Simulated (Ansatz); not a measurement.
# Al2O3: the cost of one run

Method: DFT PBEsol, scalar-relativistic, plane waves, PAW, in Ansatz 0.2.0.

16 further runs of the same task are left out: 16 set aside as unsound or not needed. Runs told in other sessions of the task aren't counted.

## 1. Starting point

It takes space group R-3c (No. 167, trigonal). Conventional cell: a = 4.773 Å, b = 4.773 Å, c = 13.013 Å, α = 90.00°, β = 90.00°, γ = 120.00°. Al (site symmetry 3) is surrounded by 6 O at 1.86 to 1.97 Å. Around O (site symmetry 2) lie 4 Al at 1.86 to 1.97 Å.

Structure file:

```cif
data_structure
_symmetry_space_group_name_H-M 'R-3c:H'
_symmetry_Int_Tables_number 167
_cell_length_a 4.7733
_cell_length_b 4.7733
_cell_length_c 13.0132
_cell_angle_alpha 90.000
_cell_angle_beta 90.000
_cell_angle_gamma 120.000
_cell_volume 256.77
loop_
_atom_site_label
_atom_site_type_symbol
_atom_site_symmetry_multiplicity
_atom_site_Wyckoff_symbol
_atom_site_fract_x
_atom_site_fract_y
_atom_site_fract_z
_atom_site_occupancy
Al1 Al 12 c 0.00000 0.00000 0.35204 1
O1 O 18 e 0.30586 0.00000 0.25000 1
```

This cell was relaxed beforehand with the same method: volume 8.56 Å³/atom, gap on the mesh 6.04 eV.

## 2. The scan

The energy is mapped over volume and the cell's shape.

First coordinate, volume per atom: 7 values from 7.19 to 9.93 Å³. Second coordinate, c/a of the conventional cell: 7 values from 2.516 to 2.954.

Nothing else is relaxed (fractional coordinates fixed). Energies count from the relaxed crystal. Points are written as (first, second).

## 3. Grid point (9.47 Å³, 2.516)

The input, input.yaml:

```yaml
crystal:
  lattice:
    - [2.5355123045, 1.4638787115, 4.2532373738]
    - [-2.5355123045, 1.4638787115, 4.2532373738]
    - [0.0, -2.9277574231, 4.2532373738]
  atoms:
    - { symbol: Al, position: [0.8520350473, 0.8520350473, 0.8520350473] }
    - { symbol: Al, position: [0.6479649527, 0.6479649527, 0.6479649527] }
    - { symbol: Al, position: [0.1479649527, 0.1479649527, 0.1479649527] }
    - { symbol: Al, position: [0.3520350473, 0.3520350473, 0.3520350473] }
    - { symbol: O, position: [0.0558571577, 0.4441428423, 0.75] }
    - { symbol: O, position: [0.75, 0.0558571577, 0.4441428423] }
    - { symbol: O, position: [0.4441428423, 0.75, 0.0558571577] }
    - { symbol: O, position: [0.9441428423, 0.5558571577, 0.25] }
    - { symbol: O, position: [0.25, 0.9441428423, 0.5558571577] }
    - { symbol: O, position: [0.5558571577, 0.25, 0.9441428423] }
basis:
  ecutwfc: 520.0
kpoints:
  mp_grid: { grid: [6, 6, 6] }
hamiltonian:
  xc: pbesol
  pseudopotentials: { kind: paw, azcp: { folder: soft_1 } }
scf:
  occupations: { method: gaussian, width: 0.05 }
output:
  forces: true
  stress: true
  eigenvalues: true
```

Launch:

```
$ ansatz run input.yaml --threads 2 --pin off --max-ram 4096MiB --backend cpu --events-out ev --progress --plain --runs-dir out
```

**Question.** How long does this run take on 2 threads of Arm Neoverse N1, shared host, and how much memory does it need?

About 8.1 s, with a peak of 0.42 GiB.
